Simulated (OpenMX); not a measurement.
Runs of OpenMX 3.8.5 on Ge. Symmetry: Cmcm, No. 63, orthorhombic system. The conventional cell has a = 2.976 Å, b = 5.189 Å, c = 4.728 Å, α = 90.00°, β = 90.00°, γ = 90.00°. Ge (site symmetry m2m) is surrounded by 12 Ge at 2.92 to 2.99 Å. This isn't the form of Ge at room conditions, which is diamond.

| cell | mesh quality | gap on the mesh (eV) | pressure (GPa) | largest force (eV/Å) |
| --- | --- | --- | --- | --- |
| Cmcm, 18.25 Å³/atom | not flagged | none | 5.2 | 0.01 |
| Cmcm, 17.52 Å³/atom | not flagged | none | (a) | 0.01 |
| Cmcm, 16.06 Å³/atom | coarse | none | (b) | 0.01 |
| Cmcm, 18.98 Å³/atom | not flagged | none | 2.0 | - |
| Cmcm, 19.71 Å³/atom | not flagged | none | -0.7 | - |
| Cmcm, 16.79 Å³/atom | not flagged | none | 14.0 | 0.01 |

Alike in all rows: task single point; level PBE; potentials or basis OpenMX 2013 PBE set, Ge7.0-s3p2d2, grid cutoff 300 Ry; no spin polarisation; k mesh 7 × 7 × 5; smearing fermi-dirac 0.05 eV.

Task: Fill in the values left out.

Result: (a) 9.1; (b) 20.0.

Caveats: some runs use coarse meshes; the basis of atomic orbitals isn't converged, which shifts pressures, moduli and gaps.

A k mesh can miss the band edges, and the runs leave out spin-orbit coupling on Ge.

A gap of «none» marks a metal or a gap under the smearing width.
